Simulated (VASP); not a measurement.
# MgO (P6_3mc) in VASP: Born charges and dielectric tensor with PBEsol

Aim: the Born charges and dielectric tensor of MgO with PBEsol.

All numbers are computed with VASP 6.6.1; they aren't measurements. Logs are shortened: lines on timing, memory, paths and dates and some standing lists are left out, and cuts for length are marked.

**1. The crystal as given**

Symmetry: P6_3mc, No. 186, hexagonal system. Conventional cell: a = 3.300 Å, b = 3.300 Å, c = 5.009 Å, α = 90.00°, β = 90.00°, γ = 120.00°. Mg (site symmetry 3m) is surrounded by 4 O at 1.97 to 1.99 Å. O (site symmetry 3m) has 4 Mg at 1.97 to 1.99 Å as nearest neighbours.

Measurements of this composition are mostly on another form, of space group No. 225.

**2. Born charges and dielectric tensor, PBEsol**

The input, INCAR:

```
SYSTEM = MgO
ALGO = Normal
EDIFF = 1E-8
ENCUT = 600
GGA = PS
IBRION = 8
ISIF = 2
ISMEAR = 0
LASPH = .TRUE.
LCHARG = .FALSE.
LEPSILON = .TRUE.
LREAL = .FALSE.
LWAVE = .FALSE.
NELM = 100
NSW = 1
PREC = Accurate
SIGMA = 0.02
```

The input, KPOINTS:

```
k-points
0
G
  9 9 6
  0 0 0
```

The input, POSCAR:

```
MgO
1.0
    3.3004900000      0.0000000000      0.0000000000
   -1.6502500000      2.8583100000      0.0000000000
    0.0000000000      0.0000000000      5.0086300000
Mg O
2 2
Direct
    0.3333300000      0.6666700000      0.0034600000
    0.6666700000      0.3333300000      0.5034600000
    0.3333300000      0.6666700000      0.4011400000
    0.6666700000      0.3333300000      0.9011400000
```

Potentials or basis: VASP PAW PBE potentials, release 64 (Mg, O).

Command:

```bash
$ cat potpaw_PBE.64/Mg/POTCAR potpaw_PBE.64/O/POTCAR > POTCAR
$ mpirun -np 1 vasp_std > vasp.out
```

OUTCAR:

```text
SYSTEM = MgO
   EDIFF = 1E-8
   ENCUT = 600
   GGA = PS
   IBRION = 8
   ISIF = 2
   ISMEAR = 0
   LASPH = .TRUE.
   LEPSILON = .TRUE.
   LREAL = .FALSE.
   NELM = 100
   NSW = 1
   PREC = Accurate

 ion  position               nearest neighbor table
   1  0.333  0.667  0.003-   4 1.97   4 1.97   4 1.97   3 1.99   2 3.15   2 3.15   2 3.15   2 3.15
                             2 3.15   2 3.15
   2  0.667  0.333  0.503-   3 1.97   3 1.97   3 1.97   4 1.99   1 3.15   1 3.15   1 3.15   1 3.15
                             1 3.15   1 3.15
   3  0.333  0.667  0.401-   2 1.97   2 1.97   2 1.97   1 1.99
   4  0.667  0.333  0.901-   1 1.97   1 1.97   1 1.97   2 1.99

  LATTYP: Found a hexagonal cell.
 ALAT       =     3.3004900000
 C/A-ratio  =     1.5175413348

  Lattice vectors:

 A1 = (   3.3004900000,   0.0000000000,   0.0000000000)
 A2 = (  -1.6502500000,   2.8583100000,   0.0000000000)
 A3 = (   0.0000000000,   0.0000000000,   5.0086300000)

Analysis of symmetry for initial positions (statically):
=====================================================================
 Subroutine PRICEL returns:
 Original cell was already a primitive cell.

 Routine SETGRP: Setting up the symmetry group for a
 hexagonal supercell.

 Subroutine GETGRP returns: Found  4 space group operations
 (whereof  2 operations were pure point group operations)
 out of a pool of 24 trial point group operations.

The static configuration has the point symmetry C_1h.
 The point group associated with its full space group is C_2v.

Analysis of symmetry for dynamics (positions and initial velocities):
=====================================================================
 Subroutine PRICEL returns:
 Original cell was already a primitive cell.

 Routine SETGRP: Setting up the symmetry group for a
 hexagonal supercell.

 Subroutine GETGRP returns: Found  4 space group operations
 (whereof  2 operations were pure point group operations)
 out of a pool of 24 trial point group operations.

The dynamic configuration has the point symmetry C_1h.
 The point group associated with its full space group is C_2v.

 Subroutine INISYM returns: Found  4 space group operations
 (whereof  2 operations are pure point group operations),
 and found     1 'primitive' translations

----------------------------------------------------------------------------------------

                                     Primitive cell

  volume of cell :      47.2505

  direct lattice vectors                    reciprocal lattice vectors
     3.300490000  0.000000000  0.000000000     0.302985314  0.174929072  0.000000000
    -1.650250000  2.858310000  0.000000000     0.000000000  0.349857083  0.000000000
     0.000000000  0.000000000  5.008630000     0.000000000  0.000000000  0.199655395

  length of vectors
     3.300490000  3.300494072  5.008630000     0.349857515  0.349857083  0.199655395

  position of ions in fractional coordinates (direct lattice)
     0.333330000  0.666670000  0.003460000
     0.666670000  0.333330000  0.503460000
[... 557 lines left out ...]
     0.04753 -0.00000 -0.00000
    -0.00000  0.04753  0.00000
     0.00000  0.00000 -0.00197

[... ionic steps 4 to 9 ...]

--------------------------------------- Ionic step       10  -------------------------------------------

------------------------ aborting loop because EDIFF is reached ----------------------------------------

[... ionic steps 11 to 11 ...]

--------------------------------------- Ionic step       12  -------------------------------------------

 Free energy of the ion-electron system (eV)
  ---------------------------------------------------
  ---------------------------------------------------
  free energy    TOTEN  =        -0.37790184 eV

  energy without entropy =       -0.37790184

------------------------ aborting loop because EDIFF is reached ----------------------------------------

 INTERNAL STRAIN TENSOR  FOR ION    3  DIRECTION 3   (eV/Angst):
 -----------------------------------------------------------------------------
     4.26620 -0.00073 -0.00277
    -0.00073  4.26538  0.00160
     0.00757 -0.00437-11.19866

 MACROSCOPIC STATIC DIELECTRIC TENSOR (including local field effects in DFT)
 ------------------------------------------------------
           2.972388    -0.000020    -0.000000
          -0.000020     2.972375     0.000000
           0.000000     0.000000     3.083164
 ------------------------------------------------------

 PIEZOELECTRIC TENSOR (including local field effects)  for field in x, y, z        (e  Angst)
          XX          YY          ZZ          XY          YZ          ZX
  --------------------------------------------------------------------------------
  x     0.00000     0.00000     0.00000     0.00000     0.00001     0.21790
  y     0.00000     0.00000     0.00000    -0.00000     0.21791     0.00001
  z     0.14019     0.14017    -0.00582    -0.00001     0.00000     0.00000

 PIEZOELECTRIC TENSOR (including local field effects)  for field in x, y, z        (C/m^2)
          XX          YY          ZZ          XY          YZ          ZX
  --------------------------------------------------------------------------------
  x     0.00000     0.00000     0.00000     0.00000     0.00000     0.07389
  y     0.00000     0.00000     0.00000    -0.00000     0.07389     0.00000
  z     0.04753     0.04753    -0.00197    -0.00000     0.00000     0.00000

 BORN EFFECTIVE CHARGES (including local field effects) (in |e|, cummulative output)
 ---------------------------------------------------------------------------------
 ion    1
    1     1.79241    -0.00001     0.00000
    2    -0.00001     1.79241    -0.00000
    3    -0.00001     0.00000     1.90070
 ion    2
    1     1.79241    -0.00001    -0.00000
    2    -0.00001     1.79241     0.00000
    3     0.00001    -0.00000     1.90070
 ion    3
    1    -1.79241     0.00001    -0.00000
    2     0.00001    -1.79241     0.00000
    3    -0.00001     0.00000    -1.90070
 ion    4
    1    -1.79241     0.00001     0.00000
    2     0.00001    -1.79241    -0.00000
    3     0.00001    -0.00000    -1.90070

 INTERNAL STRAIN TENSOR FOR ION    4 for displacements in x,y,z  (eV/Angst):
          X           Y           Z          XY          YZ          ZX
  --------------------------------------------------------------------------------
  x     0.00017     0.00270     0.00049     8.49254     0.00115     3.85394
  y     8.60499    -8.60667    -0.00028    -0.19991     3.79372     0.00116
  z     4.26620     4.26538   -11.19866    -0.00073     0.00437     0.00277

 SECOND DERIVATIVES (NOT SYMMETRIZED)
 ------------------------------------
               1X          1Y          1Z          2X          2Y          2Z          3X          3Y          3Z          4X          4Y          4Z
  1X   -10.446463   -0.001156   -0.000542    0.581689    0.000065   -0.000052    0.776164   -0.000010    0.000091    9.088610    0.001101    0.000503
  1Y    -0.001156  -10.447832    0.000313    0.000065    0.581766    0.000030   -0.000010    0.776154   -0.000053    0.001101    9.089912   -0.000290
  1Z    -0.000978    0.000565  -11.803097   -0.000381    0.000220    5.057000   -0.000330    0.000190    3.249480    0.001689   -0.000975    3.496617
  2X     0.581689    0.000065    0.000052  -10.446463   -0.001156    0.000542    9.088610    0.001101   -0.000503    0.776164   -0.000010   -0.000091
  2Y     0.000065    0.581766   -0.000030   -0.001156  -10.447832   -0.000313    0.001101    9.089912    0.000290   -0.000010    0.776154    0.000053
  2Z     0.000381   -0.000220    5.057000    0.000978   -0.000565  -11.803097   -0.001689    0.000975    3.496617    0.000330   -0.000190    3.249480
  3X     0.773004    0.000257   -0.000031    9.086212    0.001467   -0.000464  -10.486684   -0.002383    0.000408    0.627468    0.000659    0.000087
  3Y     0.000257    0.773303    0.000018    0.001467    9.087936    0.000268   -0.002383  -10.489470   -0.000236    0.000659    0.628231   -0.000050
  3Z    -0.000045    0.000026    3.242100   -0.000628    0.000363    3.501392    0.000737   -0.000426  -11.410059   -0.000064    0.000037    4.666567
  4X     9.086212    0.001467    0.000464    0.773004    0.000257    0.000031    0.627468    0.000659   -0.000087  -10.486684   -0.002383   -0.000408
  4Y     0.001467    9.087936   -0.000268    0.000257    0.773303   -0.000018    0.000659    0.628231    0.000050   -0.002383  -10.489470    0.000236
  4Z     0.000628   -0.000363    3.501392    0.000045   -0.000026    3.242100    0.000064   -0.000037    4.666567   -0.000737    0.000426  -11.410059

 Eigenvectors and eigenvalues of the dynamical matrix
 ----------------------------------------------------

   1 f  =   15.806979 THz    99.318176 2PiTHz  527.264053 cm-1    65.372382 meV
             X         Y         Z           dx          dy          dz
     -0.000020  1.905550  0.017330     0.221200    0.386796   -0.000001
      1.650260  0.952760  2.521645     0.221200    0.386796    0.000001
     -0.000020  1.905550  2.009162    -0.272568   -0.476619   -0.000009
      1.650260  0.952760  4.513477    -0.272568   -0.476619    0.000009
[... 71 lines left out ...]
  12 f/i=    0.002323 THz     0.014596 2PiTHz    0.077488 cm-1     0.009607 meV
             X         Y         Z           dx          dy          dz
     -0.000020  1.905550  0.017330     0.475479   -0.274519   -0.000001
      1.650260  0.952760  2.521645     0.475479   -0.274519    0.000001
     -0.000020  1.905550  2.009162     0.385900   -0.222800   -0.000001
      1.650260  0.952760  4.513477     0.385900   -0.222800    0.000001

--------------------------------------------------------------------------------------------------------

 MACROSCOPIC STATIC DIELECTRIC TENSOR IONIC CONTRIBUTION
 ------------------------------------------------------
           2.495152    -0.000370     0.000000
          -0.000370     2.494733     0.000000
           0.000000     0.000000     4.102482
 ------------------------------------------------------

 ELASTIC MODULI CONTR FROM IONIC RELAXATION (kBar)
 Direction    XX          YY          ZZ          XY          YZ          ZX
 --------------------------------------------------------------------------------
 XX        -665.3180    299.6720    479.7216     10.2560     -0.0000      0.0000
 YY         299.6720   -666.5201    481.0208    -11.2932      0.0000     -0.0000
 ZZ         479.7216    481.0208  -1260.1141      1.1238      0.0000      0.0000
 XY          10.2560    -11.2932      1.1238   -471.2492     -0.0000     -0.0000
 YZ          -0.0000      0.0000      0.0000     -0.0000    -96.0427     -0.0426
 ZX           0.0000     -0.0000      0.0000     -0.0000     -0.0426   -100.1230
 --------------------------------------------------------------------------------

 PIEZOELECTRIC TENSOR IONIC CONTR  for field in x, y, z        (C/m^2)
          XX          YY          ZZ          XY          YZ          ZX
  --------------------------------------------------------------------------------
  x     0.00000    -0.00000     0.00000    -0.00000    -0.00007    -0.47031
  y    -0.00000     0.00000     0.00000    -0.00000    -0.46059    -0.00007
  z    -0.81446    -0.81670     2.13944    -0.00194    -0.00000    -0.00000
```

It took 9.7 min on 1 thread of Intel Xeon 6975P-C (Granite Rapids), shared host; peak memory 0.57 GiB.

Results:

```
Band gap on the k mesh                                  : 3.37 eV, direct
Electronic dielectric tensor (diagonal)                 : 2.97, 2.97, 3.08
Born charges (mean of the diagonal)                     : Mg +1.83; O -1.83 e
Highest phonon frequency at Γ, LO-TO splitting left out : 527 cm⁻¹
```

Levels at points of the mesh, in eV from the valence-band top:
```tsv
k point	band 4	band 5	band 6	band 7	band 8	band 9	band 10	band 11	band 12
(0.00, 0.00, 0.00)	-0.74	-0.74	-0.41	-0.41	0.00	3.37	8.41	10.19	14.04
(0.00, 0.00, 0.50)	-2.05	-0.58	-0.58	-0.58	-0.58	5.89	5.89	13.07	13.07
```

Phonon frequencies in cm⁻¹ (negative: imaginary):
| q point | frequencies |
| --- | --- |
| (0.000, 0.000, 0.000) | 0 0 0 192 192 434 436 523 525 525 527 527 |

Electronic dielectric tensor:
```
2.97 0.00 0.00
0.00 2.97 0.00
0.00 0.00 3.08
```

Born effective charge tensors (e):
atom 1, Mg
```
1.79 0.00 0.00
0.00 1.79 0.00
0.00 0.00 1.90
```
atom 2, Mg
```
1.79 0.00 0.00
0.00 1.79 0.00
0.00 0.00 1.90
```
atom 3, O
```
-1.79  0.00  0.00
 0.00 -1.79  0.00
 0.00  0.00 -1.90
```
atom 4, O
```
-1.79  0.00  0.00
 0.00 -1.79  0.00
 0.00  0.00 -1.90
```

Caveat: an odd mesh through Γ misses points on the zone boundary, where band edges often lie.
